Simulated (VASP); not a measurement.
# BaTiO3 (Pm-3m) in VASP: settings compared, part 2 of 2

VASP 6.6.1.

### Step 4. Relaxation of cell and atoms, PBEsol, target pressure 30 GPa, at which the enthalpy is minimised

The input, INCAR:

```
SYSTEM = BaTiO3
ALGO = Normal ; EDIFF = 1E-6
EDIFFG = -0.01 ; ENCUT = 600
GGA = PS ; IBRION = 2
ISIF = 3 ; ISMEAR = -1
LASPH = .True. ; LCHARG = .False.
LREAL = .False. ; LWAVE = .False.
NELM = 100 ; NSW = 60
PREC = Accurate ; PSTRESS = 300
SIGMA = 0.05
```

The input, KPOINTS:

```
k-points
0
Gamma
  5 5 5
  0 0 0
```

The input, POSCAR:

```
BaTiO3
1.0
    4.0060000000      0.0000000000      0.0000000000
    0.0000000000      4.0060000000      0.0000000000
    0.0000000000      0.0000000000      4.0060000000
Ba Ti O
1 1 3
Direct
    0.5000000000      0.5000000000      0.5000000000
    0.0000000000      0.0000000000      0.0000000000
    0.0000000000      0.0000000000      0.5000000000
    0.0000000000      0.5000000000      0.0000000000
    0.5000000000      0.0000000000      0.0000000000
```

Potentials or basis: VASP PAW PBE potentials, release 64 (Ba_sv, Ti_sv, O).

Command:

```sh
$ cat potpaw_PBE.64/Ba_sv/POTCAR potpaw_PBE.64/Ti_sv/POTCAR potpaw_PBE.64/O/POTCAR > POTCAR
$ mpirun -np 1 vasp_std > vasp.out
```

OUTCAR:

```text
SYSTEM = BaTiO3
   EDIFF = 1E-6
   EDIFFG = -0.01
   ENCUT = 600
   GGA = PS
   IBRION = 2
   ISIF = 3
   ISMEAR = -1
   LASPH = .True.
   LREAL = .False.
   NELM = 100
   NSW = 60
   PREC = Accurate
   PSTRESS = 300

 ion  position               nearest neighbor table
   1  0.500  0.500  0.500-   3 2.83   4 2.83   5 2.83   4 2.83   5 2.83   3 2.83   5 2.83   5 2.83
                             3 2.83   4 2.83   4 2.83   3 2.83   2 3.47   2 3.47   2 3.47   2 3.47
   2  0.000  0.000  0.000-   3 2.00   4 2.00   5 2.00   3 2.00   4 2.00   5 2.00   1 3.47   1 3.47
                             1 3.47   1 3.47   1 3.47   1 3.47   1 3.47   1 3.47
   3  0.000  0.000  0.500-   2 2.00   2 2.00   1 2.83   1 2.83   1 2.83   1 2.83
   4  0.000  0.500  0.000-   2 2.00   2 2.00   1 2.83   1 2.83   1 2.83   1 2.83
   5  0.500  0.000  0.000-   2 2.00   2 2.00   1 2.83   1 2.83   1 2.83   1 2.83

  LATTYP: Found a simple cubic cell.
 ALAT       =     4.0060000000

  Lattice vectors:

 A1 = (   4.0060000000,   0.0000000000,   0.0000000000)
 A2 = (   0.0000000000,   4.0060000000,   0.0000000000)
 A3 = (   0.0000000000,   0.0000000000,   4.0060000000)

Analysis of symmetry for initial positions (statically):
=====================================================================
 Subroutine PRICEL returns:
 Original cell was already a primitive cell.

[... 151 lines left out ...]

 number of electron      39.9999998 magnetization

 Free energy of the ion-electron system (eV)
  ---------------------------------------------------
  ext. energy  EPLUGINS =         0.00000000
  ---------------------------------------------------
  free energy    TOTEN  =       -41.97571099 eV

  energy without entropy =      -41.97571098  energy(sigma->0) =      -41.97571098

------------------------ aborting loop because EDIFF is reached ----------------------------------------

  FORCE on cell =-STRESS in cart. coord.  units (eV):
  Direction    XX          YY          ZZ          XY          YZ          ZX
  --------------------------------------------------------------------------------------
  -------------------------------------------------------------------------------------
  Total       -1.1881123     -1.1881123     -1.1881123     -0.0000000     -0.0000000     -0.0000000
  in kB      -29.6097845    -29.6097845    -29.6097845     -0.0000000     -0.0000000     -0.0000000
  external PRESSURE =    -329.6097845 kB  Pullay stress =     300.0000000 kB
[... 151 lines left out ...]
--------------------------------------- Ionic step        5  -------------------------------------------

 number of electron      40.0000016 magnetization

 Free energy of the ion-electron system (eV)
  ---------------------------------------------------
  ext. energy  EPLUGINS =         0.00000000
  ---------------------------------------------------
  free energy    TOTEN  =       -41.36136941 eV

  energy without entropy =      -41.36136941  energy(sigma->0) =      -41.36136941

 E-fermi :   5.8336     XC(G=0): -12.2742

 val. band max:        4.8822921604   @ k =   0.0000   0.0000   0.0000
 cond. band min:       6.7979940939   @ k =   0.0000   0.0000   0.0000
 fundamental gap:      1.9157019335
 Fermi energy:         5.8335570948

 k-point     1 :       0.0000    0.0000    0.0000
  band No.  band energies     occupation
      1     -50.9051      2.00000
      2     -27.3297      2.00000
      3     -27.3297      2.00000
      4     -27.3297      2.00000
      5     -19.6877      2.00000
      6     -12.2280      2.00000
[... 295 lines left out ...]
  energy  without entropy=      -41.3613694082  energy(sigma->0) =      -41.36136941

  enthalpy is  TOTEN    =       -30.9322531590 eV   P V=       10.4291162499

 reached required accuracy - stopping structural energy minimisation
```

OSZICAR:

```text
N       E                     dE             d eps       ncg     rms          rms(c)
DAV:   1     0.479476751165E+03    0.47948E+03   -0.22558E+04   480   0.196E+03
DAV:   2    -0.430358484670E+01   -0.48378E+03   -0.47532E+03   616   0.502E+02
DAV:   3    -0.500916833209E+02   -0.45788E+02   -0.45346E+02   576   0.153E+02
[... 59 lines left out ...]
DAV:   4    -0.413613280761E+02   -0.22251E-04   -0.44657E-04   600   0.112E-01    0.322E-02
DAV:   5    -0.413613389995E+02   -0.10923E-04   -0.29442E-05   736   0.465E-02    0.223E-02
DAV:   6    -0.413613636575E+02   -0.24658E-04   -0.42963E-05   672   0.380E-02    0.103E-02
DAV:   7    -0.413613687892E+02   -0.51317E-05   -0.11754E-05   720   0.188E-02    0.360E-03
DAV:   8    -0.413613694088E+02   -0.61965E-06   -0.81830E-07   296   0.757E-03
   5 F= -.30932253E+02 E0= -.30932253E+02  d E =-.994242E+00
```

CONTCAR:

```text
BaTiO3
   1.00000000000000
     3.8189644183708480   -0.0000000000000000   -0.0000000000000000
    -0.0000000000000000    3.8189644183708480    0.0000000000000000
    -0.0000000000000000   -0.0000000000000000    3.8189644183708480
  Ba              Ti              O
     1     1     3
Direct
     0.5000000000000000    0.5000000000000000    0.5000000000000000
     0.0000000000000000    0.0000000000000000    0.0000000000000000
     0.0000000000000000    0.0000000000000000    0.5000000000000000
     0.0000000000000000    0.5000000000000000    0.0000000000000000
     0.5000000000000000    0.0000000000000000    0.0000000000000000

  0.00000000E+00  0.00000000E+00  0.00000000E+00
  0.00000000E+00  0.00000000E+00  0.00000000E+00
  0.00000000E+00  0.00000000E+00  0.00000000E+00
  0.00000000E+00  0.00000000E+00  0.00000000E+00
  0.00000000E+00  0.00000000E+00  0.00000000E+00
```

It took 46 s on 1 thread of AMD EPYC 9R45 (Zen 5), shared host; peak memory 0.17 GiB.

Results:

* Free energy: -41.3614 eV
* Relaxed volume: 11.14 Å³/atom
* Relaxed cell: a = 3.819 Å, b = 3.819 Å, c = 3.819 Å, α = 90.00°, β = 90.00°, γ = 90.00°
* Space group after relaxing (to 0.05 Å): Pm-3m (No. 221)
* Energy change on relaxing (the enthalpy is what falls): +122.9 meV/atom
* Ionic steps: 5
* Pressure after relaxing: 30.0 GPa
* Band gap on the k mesh: 1.92 eV, direct

Step by step:
| step | energy change (eV) | largest force (eV/Å) | pressure (GPa) | volume (Å³) |
| --- | --- | --- | --- | --- |
| 1 | 0.0000 | 0.0000 | -2.96 | 64.29 |
| 2 | 7.5504 | 0.0000 | 168.41 | 42.68 |
| 3 | 0.4933 | 0.0000 | 26.36 | 56.39 |
| 4 | 0.5800 | 0.0000 | 29.00 | 55.88 |
| 5 | 0.6143 | 0.0000 | 30.00 | 55.70 |

Final structure:
```yaml
crystal:
  lattice:
    - [3.81896, 0.00000, 0.00000]
    - [0.00000, 3.81896, 0.00000]
    - [0.00000, 0.00000, 3.81896]
  atoms:
    - { symbol: Ba, position: [0.50000, 0.50000, 0.50000] }
    - { symbol: Ti, position: [0.00000, 0.00000, 0.00000] }
    - { symbol: O, position: [0.00000, 0.00000, 0.50000] }
    - { symbol: O, position: [0.00000, 0.50000, 0.00000] }
    - { symbol: O, position: [0.50000, 0.00000, 0.00000] }
```

Caveat: the cell is relaxed towards a set pressure, so the enthalpy falls and the energy may rise; the PAW data sets were made with another functional, which shifts forces and pressure a little; spin-orbit coupling is left out, which moves the levels of the heavy elements; an odd mesh through Γ misses points on the zone boundary, where band edges often lie.

### Step 5. Relaxation of cell and atoms, r2SCAN

The input, INCAR:

```
SYSTEM = BaTiO3
  ALGO = Normal
  EDIFF = 1E-6
  EDIFFG = -0.01
  ENCUT = 600
  IBRION = 2
  ISIF = 3
  ISMEAR = 0
  LASPH = .TRUE.
  LCHARG = .FALSE.
  LMIXTAU = .TRUE.
  LREAL = .FALSE.
  LWAVE = .FALSE.
  METAGGA = R2SCAN
  NELM = 60
  NSW = 40
  PREC = Accurate
  SIGMA = 0.05
```

The input, KPOINTS:

```
k-points
0
G
  7 7 7
  0 0 0
```

POSCAR is that of step 4.

Potentials or basis: VASP PAW PBE potentials, release 64 (Ba_sv, Ti_sv, O).

Command:

```sh
$ cat potpaw_PBE.64/Ba_sv/POTCAR potpaw_PBE.64/Ti_sv/POTCAR potpaw_PBE.64/O/POTCAR > POTCAR
$ mpirun -np 1 vasp_std > vasp.out
```

OUTCAR:

```text
SYSTEM = BaTiO3
   EDIFF = 1E-6
   EDIFFG = -0.01
   ENCUT = 600
   IBRION = 2
   ISIF = 3
   ISMEAR = 0
   LASPH = .TRUE.
   LREAL = .FALSE.
   METAGGA = R2SCAN
   NELM = 60
   NSW = 40
   PREC = Accurate

 ion  position               nearest neighbor table
   1  0.500  0.500  0.500-   3 2.83   4 2.83   5 2.83   4 2.83   5 2.83   3 2.83   5 2.83   5 2.83
                             3 2.83   4 2.83   4 2.83   3 2.83   2 3.47   2 3.47   2 3.47   2 3.47
   2  0.000  0.000  0.000-   3 2.00   4 2.00   5 2.00   3 2.00   4 2.00   5 2.00   1 3.47   1 3.47
                             1 3.47   1 3.47   1 3.47   1 3.47   1 3.47   1 3.47
   3  0.000  0.000  0.500-   2 2.00   2 2.00   1 2.83   1 2.83   1 2.83   1 2.83
   4  0.000  0.500  0.000-   2 2.00   2 2.00   1 2.83   1 2.83   1 2.83   1 2.83
   5  0.500  0.000  0.000-   2 2.00   2 2.00   1 2.83   1 2.83   1 2.83   1 2.83

  LATTYP: Found a simple cubic cell.
 ALAT       =     4.0060000000

[... 191 lines left out ...]
  Total        0.0824689      0.0824689      0.0824689      0.0000000     -0.0000000      0.0000000
  in kB        2.0552666      2.0552666      2.0552666      0.0000000     -0.0000000      0.0000000
  external PRESSURE =       2.0552666 kB  Pullay stress =       0.0000000 kB
[... 65 lines left out ...]
--------------------------------------- Ionic step        3  -------------------------------------------

 number of electron      39.9999999 magnetization

 Free energy of the ion-electron system (eV)
  ---------------------------------------------------
  ext. energy  EPLUGINS =         0.00000000
  ---------------------------------------------------
  free energy    TOTEN  =       -74.24317729 eV

  energy without entropy =      -74.24317729  energy(sigma->0) =      -74.24317729

 E-fermi :   3.7220     XC(G=0): -11.8975

 val. band max:        3.4397229407   @ k =   0.4286   0.4286   0.4286
 cond. band min:       5.6281107854   @ k =   0.0000   0.0000   0.0000
 fundamental gap:      2.1883878447
 Fermi energy:         3.7220375270

 k-point     1 :       0.0000    0.0000    0.0000
  band No.  band energies     occupation
      1     -55.3976      2.00000
      2     -30.5535      2.00000
      3     -30.5535      2.00000
      4     -30.5535      2.00000
      5     -21.9765      2.00000
      6     -14.3516      2.00000
[... 561 lines left out ...]
  FREE ENERGIE OF THE ION-ELECTRON SYSTEM (eV)
  ---------------------------------------------------
  free  energy   TOTEN  =       -74.2431772923 eV

  energy  without entropy=      -74.2431772923  energy(sigma->0) =      -74.24317729

 reached required accuracy - stopping structural energy minimisation
```

Wall time 9.7 min (1 thread of AMD EPYC 7R43 (Zen 3), shared host); peak memory 0.19 GiB.

What came out:

| Property | Result |
| --- | --- |
| Free energy | -74.2432 eV |
| Relaxed volume | 12.87 Å³/atom |
| Relaxed cell | a = 4.007 Å, b = 4.007 Å, c = 4.007 Å, α = 90.00°, β = 90.00°, γ = 90.00° |
| Space group after relaxing (to 0.05 Å) | Pm-3m (No. 221) |
| Energy gained by relaxing | 0.0 meV/atom |
| Ionic steps | 3 |
| Pressure after relaxing | 0.0 GPa |
| Band gap on the k mesh | 2.19 eV, indirect (least direct gap 2.29 eV) |

Final structure:
```
CELL_PARAMETERS angstrom
4.00744 0.00000 0.00000
0.00000 4.00744 0.00000
0.00000 0.00000 4.00744
ATOMIC_POSITIONS crystal
Ba 0.50000 0.50000 0.50000
Ti 0.00000 0.00000 0.00000
O 0.00000 0.00000 0.50000
O 0.00000 0.50000 0.00000
O 0.50000 0.00000 0.00000
```

Levels at points of the mesh, in eV from the valence-band top:
```csv
k point,band 16,band 17,band 18,band 19,band 20,band 21,band 22,band 23,band 24
"(0.00, 0.00, 0.00)",-1.06,-1.06,-0.10,-0.10,-0.10,2.19,2.19,2.19,4.20
```

Caveat: the PAW data sets were made with another functional, which shifts forces and pressure a little; spin-orbit coupling is left out, which moves the levels of the heavy elements; an odd mesh through Γ misses points on the zone boundary, where band edges often lie.

### Step 6. Overview

```csv
level,cell,k mesh,smearing,target pressure,gap on the mesh (eV),pressure (GPa)
PBEsol,relaxed to 10 GPa,5 × 5 × 5,fermi-dirac 0.05 eV,10 GPa,1.89,10.0
PBEsol,relaxed to 20 GPa,5 × 5 × 5,fermi-dirac 0.05 eV,20 GPa,1.91,20.0
PBEsol,relaxed to 30 GPa,5 × 5 × 5,fermi-dirac 0.05 eV,30 GPa,1.92,30.0
r2SCAN,relaxed,7 × 7 × 7,gaussian 0.05 eV,-,2.19,0.0
```

Alike in all rows: task relaxation of cell and atoms; potentials or basis VASP PAW PBE potentials, release 64 (Ba_sv, Ti_sv, O); no spin polarisation; cutoff (eV) 600.

Caveats: the PAW data sets were made with another functional, which shifts forces and pressure a little; spin-orbit coupling is left out, which moves the levels of the heavy elements; an odd mesh through Γ misses points on the zone boundary, where band edges often lie; the cell is relaxed towards a set pressure, so the enthalpy falls and the energy may rise (some runs).

Absolute energies hang on the potentials; compare differences alone.
